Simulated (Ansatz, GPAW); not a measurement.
# Ballistic transport through pyrazine between two Ir chains, from relaxation to T(E), part 3 of 3

Aim: the conductance of pyrazine between two Ir chains after relaxation, and whether geometry, basis or functional moves it most.

GPAW 26.7.0 and Ansatz 0.2.0; Ansatz plane waves; relaxation of the junction with the lead ends held (the session's first sound run).

So far, transmission at the Fermi level (one spin): step 3 (plane-wave reference (PBE)) 0.568; step 5 (GPAW, szp: basis = "szp(dzp)", PBE, GPAW) 0.805; step 6 (GPAW, sz: basis = "sz(dzp)", PBE, GPAW) 0.842; step 7 (LDA in the dzp basis: xc = "LDA") 0.707; step 8 (the structure as built: geometry = "as built", PBE, GPAW) 0.869.

## Step 10: Comparison

The curves are compared point by point over the common energies.

This step: comparison of transmission and cost over codes, levels and geometry (GPAW 26.7.0).

Ladder, by row:

```
   step    code  T at the Fermi level (sum over the listed spins)  conductance (G0)  r.m.s. T(E) from the first  wall time (s)  peak memory (GiB)  threads
 pw-pbe  Ansatz                                            0.5683            0.6181                           0          454.8              6.491        4
    dzp    GPAW                                            0.6789            0.7207                      0.1163          720.6               2.46        1
    szp    GPAW                                            0.8048            0.8361                      0.2487          391.7               2.37        1
     sz    GPAW                                            0.8417            0.8676                      0.2669          329.2               2.28        1
dzp-LDA    GPAW                                            0.7072            0.7474                      0.1206          678.6               2.46        1
asbuilt    GPAW                                            0.8687            0.8613                      0.3853          704.5               2.46        1
```

Transmission, zone mean, sum over the listed spins against energy, zero at the Fermi level:

```
energy (eV)   pw-pbe      dzp      szp       sz  dzp-LDA  asbuilt
     -2.000   0.0219   0.0227   0.0182   0.0173   0.0244    0.130
     -1.900   0.0246   0.0226   0.0183   0.0175   0.0244    0.140
     -1.800   0.0242   0.0223   0.0187   0.0182   0.0237    0.151
     -1.700   0.0223   0.0214   0.0194   0.0191   0.0227    0.163
     -1.600   0.0195   0.0204   0.0200   0.0197   0.0218    0.178
     -1.500   0.0169   0.0192   0.0200   0.0197   0.0206    0.197
     -1.400   0.0166   0.0178   0.0195   0.0192   0.0192    0.218
     -1.300   0.0137   0.0170   0.0199   0.0184   0.0183    0.243
     -1.200   0.0105   0.0151   0.0169   0.0163   0.0163    0.264
     -1.100  0.00913   0.0125   0.0147   0.0144   0.0136    0.283
     -1.000   0.0135   0.0123   0.0148   0.0152   0.0132    0.303
     -0.900   0.0130   0.0147   0.0189   0.0201   0.0156    0.328
     -0.800   0.0160   0.0188   0.0278   0.0309   0.0199    0.358
     -0.700   0.0201   0.0248   0.0435   0.0530   0.0265    0.398
     -0.600   0.0304   0.0381   0.0812    0.112   0.0409    0.448
     -0.500   0.0764   0.0923    0.265    0.414   0.0960    0.510
     -0.425    0.369    0.313    0.829    0.865    0.302    0.564
     -0.400    0.672    0.468    0.789    0.684    0.465    0.582
     -0.300     1.00    0.482    0.408    0.377    0.505    0.661
     -0.275     1.01    0.499    0.435    0.411    0.508    0.683
     -0.200    0.838    0.826    0.785    0.760    0.794    0.765
     -0.150    0.694    0.976    0.986    0.962    0.983    0.821
     -0.100    0.606    0.851    0.897    0.904    0.893    0.842
      0.000    0.568    0.679    0.805    0.842    0.707    0.869
      0.100    0.973    0.883    0.909    0.961    0.846    0.860
      0.150    0.996    0.930    0.940    0.901    0.927    0.876
      0.200    0.985    0.926    0.988    0.969    0.923    0.890
      0.225    0.968    0.903    0.995    0.994    0.894    0.896
      0.250    0.941    0.862    0.985     1.00    0.844    0.903
      0.300    0.852    0.740    0.912    0.967    0.703    0.916
      0.400    0.613    0.492    0.729    0.816    0.448    0.944
      0.500    0.440    0.359    0.671    0.766    0.326    0.972
      0.600    0.362    0.318    0.777    0.869    0.294    0.996
      0.700    0.359    0.350    0.962    0.945    0.327     1.01
      0.800    0.447    0.493    0.665    0.568    0.472     1.01
      0.900    0.722    0.851    0.263    0.235    0.846    0.989
      0.950    0.934    0.982    0.166    0.155    0.984    0.976
      0.975    1.000    0.936    0.134    0.128    0.931    0.969
      1.000    0.985    0.812    0.109    0.107    0.798    0.960
      1.100    0.415    0.292   0.0539   0.0637    0.278    0.920
      1.200    0.139    0.110   0.0312  0.00531    0.105    0.869
      1.300   0.0588   0.0510   0.0217   0.0119   0.0491    0.804
      1.400   0.0296   0.0273   0.0454  0.00880   0.0265    0.726
      1.500   0.0167   0.0159  0.00326  0.00616   0.0156    0.638
      1.600   0.0102  0.00982  0.00353  0.00431  0.00961    0.549
      1.700  0.00671  0.00615  0.00293  0.00296  0.00598    0.465
      1.800  0.00475  0.00361  0.00221  0.00184  0.00343    0.374
      1.900  0.00364  0.00132  0.00122   6.6e-4  0.00103    0.138
      2.000  0.00346   1.2e-4   4.6e-5   9.3e-6   4.3e-6  0.00114
```

## Step 11: A varied run

One more run, with changed settings.

This step: GPAW LCAO, PAW setups; Landauer transmission from Green's functions with principal layers (ASE), zero bias (GPAW 26.7.0).

run.py

```python
import json
import numpy as np
from ase import Atoms
from ase.transport.calculators import TransportCalculator
from gpaw import GPAW, FermiDirac
from gpaw.lcao.tools import get_lcao_hamiltonian
from scipy.linalg import eigh

# The junction with lead layers at both ends, along the third cell vector
device = Atoms(
    ['Ir', 'Ir', 'Ir', 'Ir', 'Ir', 'Ir', 'Ir', 'Ir', 'N', 'H', 'H', 'C', 'C', 'C', 'C', 'H', 'H', 'N', 'Ir', 'Ir', 'Ir', 'Ir', 'Ir', 'Ir', 'Ir', 'Ir'],
    positions=[
        [5.31574, 4.50000, 1.15000],
        [5.31574, 4.50000, 3.45000],
        [5.31574, 4.50000, 5.75000],
        [5.31574, 4.50000, 8.05000],
        [5.31574, 4.50000, 10.35000],
        [5.31574, 4.50000, 12.65000],
        [4.35076, 4.37925, 14.81085],
        [5.06328, 4.44935, 16.99006],
        [4.89018, 4.42495, 19.25973],
        [6.97207, 4.55924, 19.50201],
        [2.81035, 4.28687, 19.50022],
        [3.75805, 4.34893, 20.03309],
        [6.02220, 4.49750, 20.03281],
        [3.75829, 4.34861, 21.42792],
        [6.02274, 4.49750, 21.42724],
        [2.81099, 4.28617, 21.96138],
        [6.97255, 4.55958, 21.95799],
        [4.89083, 4.42449, 22.20069],
        [5.06471, 4.44904, 24.46492],
        [4.35089, 4.37067, 26.64448],
        [5.31574, 4.50000, 28.80565],
        [5.31574, 4.50000, 31.10565],
        [5.31574, 4.50000, 33.40565],
        [5.31574, 4.50000, 35.70565],
        [5.31574, 4.50000, 38.00565],
        [5.31574, 4.50000, 40.30565]],
    cell=[[10.63147, 0.0, 0.0], [0.0, 9.0, 0.0], [0.0, 0.0, 41.45565]],
    pbc=True)

# One principal layer of the lead: the first 5 atoms of the device
lead = Atoms(
    ['Ir', 'Ir', 'Ir', 'Ir', 'Ir'],
    positions=[
        [5.31574, 4.50000, 1.15000],
        [5.31574, 4.50000, 3.45000],
        [5.31574, 4.50000, 5.75000],
        [5.31574, 4.50000, 8.05000],
        [5.31574, 4.50000, 10.35000]],
    cell=[[10.63147, 0.0, 0.0], [0.0, 9.0, 0.0], [0.0, 0.0, 11.5]],
    pbc=True)

settings = dict(mode='lcao', basis='dzp', xc='PBE', h=0.18,
                occupations=FermiDirac(0.1), maxiter=75,
                mixer=dict(beta=0.1, nmaxold=8, weight=100.0),
                convergence=dict(density=0.0001))
energies = np.arange(-2, 2 + 1e-9, 0.025)
eta = 0.2
n1, n2 = 1, 1
# k and -k transmit alike, so half of the mesh across the current serves
mesh = [(i, j) for i in range(n1) for j in range(n2) if (i, j) <= (-i % n1, -j % n2)]
weights = np.array([1 if (i, j) == (-i % n1, -j % n2) else 2 for i, j in mesh]) / (n1 * n2)

# [... helper functions left out ...]
fermi_lead = ground_state(lead, (1, 1, 10), 'lead.txt')
fermi_device = ground_state(device, (1, 1, 2), 'device.txt')
# [... loop over the mesh left out, but for ...]
        # Shift the lead onto the potential of the device's first layer
        shift = ((H[:, 0, 0] - H0[:, 0, 0]) / S0[0, 0]).real.mean()
# [...]
kT = 8.617333e-5 * 300
bias = [0.1, 0.2, 0.5, 1.0, 1.5, 2.0]
# [... integrals and printing left out ...]
```

Started as:

```
> OMP_NUM_THREADS=1 OPENBLAS_NUM_THREADS=1 python run.py
```

Wall time 11 min (1 thread of Arm Neoverse N1, shared host); peak memory 2.5 GiB.

The run finished. A setting was moved off its sound value on purpose, so it serves as a test and not as the result.

The fault put into the input: a broadening of tenths of an eV (eta = 0.2).

The two runs compared:

```
                                  quantity   this run  sound run  difference
                          conductance (G₀)  0.0020770    0.72072      -0.719
transmission at the Fermi level (one spin)  0.0019725    0.67894      -0.677
```

The two runs differ clearly in the conductance: 0.00208 G₀ against 0.721 G₀.

## Step 12: Outcome

```json
{
 "conductance": "0.721 G₀",
 "transmission at the Fermi level, mean of the spins": "0.679",
 "open channels of the lead there": "6"
}
```

In the dzp basis the junction conducts 0.721 G₀ at 300 K, with T = 0.679 a spin at the Fermi level; no smaller basis tried comes within 10 % of that conductance. Relaxation moved atoms by up to 0.98 Å and took the conductance from 0.861 to 0.721 G₀, as a ratio about as much as the step from dzp to the minimal basis. Plane waves (PBE) give T = 0.568 there. The scatterer reflects about 89 % of the incoming channels at the Fermi level. At the Fermi level two eigenchannels carry the current (0.67 and 0.0073). Measured against the first run (pw-pbe), the nearest curve is that of dzp (r.m.s. 0.12) and the farthest that of asbuilt (0.39). Over the compared runs wall time goes from 329 s (sz) to 721 s (dzp), on a shared host; the plane-wave run used 4 threads and the orbital runs 1. The leads kept an estimated spacing and the cell its length, so the junction may be under some tension or compression. The run had no spin polarisation, so a magnetic state, which chains and small molecules with open shells often have, wasn't tested. Spin-orbit coupling is left out, which matters for the heavy atoms here. Semilocal functionals put molecular levels too near the Fermi level, so such conductances usually come out too high, and chain electrodes have a sharper density of states than real ones. An evenly spaced straight chain is an idealisation: free chains tend to dimerise, zigzag or, where a band edge lies near the Fermi level, turn magnetic. The currents use the zero-bias T(E) throughout, which holds only while the bias is small against the distance to the nearest feature. Within about eight thermal energies of the Fermi level ln T(E) bends sharply from one computed energy to the next, or the lead's channel count changes, so the thermal averages, above all the thermopower, rest on an interpolation that may be rough.

[Logs are printed without paths, hosts, clocks, repeated set-up lines and the standing remarks that a program may print on its own settings, such as how far it seeks lower states.]

[Hosts, paths, dates, database ids (printed as entryN), source tags and the programs' standing remarks are cut or masked in the printed files.]
